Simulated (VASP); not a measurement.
An input for Ansatz (written as the equivalent of a VASP run, and not itself run):

Ansatz 0.2 input:
```yaml
crystal:
  lattice:
    - [0.0000000, 3.0055031, 3.0055031]
    - [3.0055031, 0.0000000, 3.0055031]
    - [3.0055031, 3.0055031, 0.0000000]
  atoms:
    - { symbol: Al, position: [0.0000000, 0.0000000, 0.0000000] }
    - { symbol: Sb, position: [0.2500000, 0.2500000, 0.2500000] }
kpoints:
  mp_grid: { grid: [8, 8, 8] }
hamiltonian:
  xc: pbesol
  pseudopotentials: { kind: paw }
scf:
  occupations: { method: gaussian, width: 0.05 }
  max_iter: 100
relax:
  max_steps: 40
  f_tol: 0.02
  cell: { p_target: 5 }
output: { forces: true, stress: true, eigenvalues: true }
```

### Question
Write the VASP files for the same calculation (PBEsol).

### Answer
Several could match; the one computed here: 
INCAR:
```
ALGO = Normal
EDIFF = 1E-6
EDIFFG = -0.02
ENCUT = 500
GGA = PS
IBRION = 2
ISIF = 3
ISMEAR = 0
LASPH = .True.
LCHARG = .False.
LMAXMIX = 4
LREAL = .False.
LWAVE = .False.
NELM = 100
NSW = 40
PREC = Accurate
PSTRESS = 50
SIGMA = 0.05
SYSTEM = AlSb
```

File KPOINTS:
```
K-points
0
gamma
8 8 8
0 0 0
```

### POSCAR
```
AlSb
1
   -0.0000000000     3.0055030583     3.0055030583
    3.0055030583     0.0000000000     3.0055030583
    3.0055030583     3.0055030583     0.0000000000
Al Sb
1 1
Direct
  0.0000000000   0.0000000000   0.0000000000
  0.2500000000   0.2500000000   0.2500000000
```

POTCAR, in this order: Al Sb (PBE.64 set). Program: vasp_std.

The two are equivalent in intent, not identical: each code has its own PAW files, so the cut-off isn't converted (ENCUT is set for VASP's; basis.ecutwfc is left out, and Ansatz then takes the one that its files recommend); Ansatz stops its SCF on the density residual and VASP on the energy change (EDIFF).

The structure was generated: AlSb was put into the zinc blende type (F-43m), which need not be its known phase. It was relaxed first under an external pressure of 5 GPa.
